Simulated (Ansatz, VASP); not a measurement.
## One calculation of InO5, two programs

```xyz
6
Lattice="4.9066 0.0000 0.0000 -2.4533 4.2493 0.0000 0.0000 0.0000 4.5292" Properties=species:S:1:pos:R:3 pbc="T T T"
In    0.0000    0.0000    2.2646
O     3.1774    0.0000    0.0000
O     0.8646    1.4975    0.0000
O    -1.5887    2.7517    0.0000
O     2.4533    1.4164    2.2646
O     0.0000    2.8328    2.2646
```

Change from the starting cell: species swapped into the CeMg5 type (P-62m, No. 189).

Alike in both runs: task single point; functional PBE; k mesh 6 × 6 × 4; occupations gaussian, width 0.1 eV; no spin polarisation.

|  | VASP | Ansatz |
| --- | --- | --- |
| version | VASP 6.6.1 | Ansatz 0.2.0 |
| potentials or method | VASP PAW PBE potentials, release 64 (In_d, O) | scalar-relativistic, plane waves, PAW |
| plane-wave cutoff (eV) | 520 | 420 |
| valence electrons in the cell | 43 | 43 |

```csv
,VASP,Ansatz,Ansatz less VASP
gap on the k mesh at the Fermi level (eV),none,none,-
pressure (GPa),-21.4,-21.3,+0.17
largest component of the traceless stress (GPa),0.57,0.58,+0.010
rms of the force components (eV/Å),0.115,0.116,+0.0004
```

Atom by atom the forces differ by 0.000 eV/Å (rms over components). A gap of «none» marks a metal or a gap that the smearing closes. The functional is the same, so the differences come from potentials, cutoffs and numerics.

Caveats: so large a pressure means that the cell lies far from this level's equilibrium, or that cutoff or potentials fall short (VASP); an odd number of electrons without spin polarisation forces a metal; a magnetic or distorted state may lie lower.
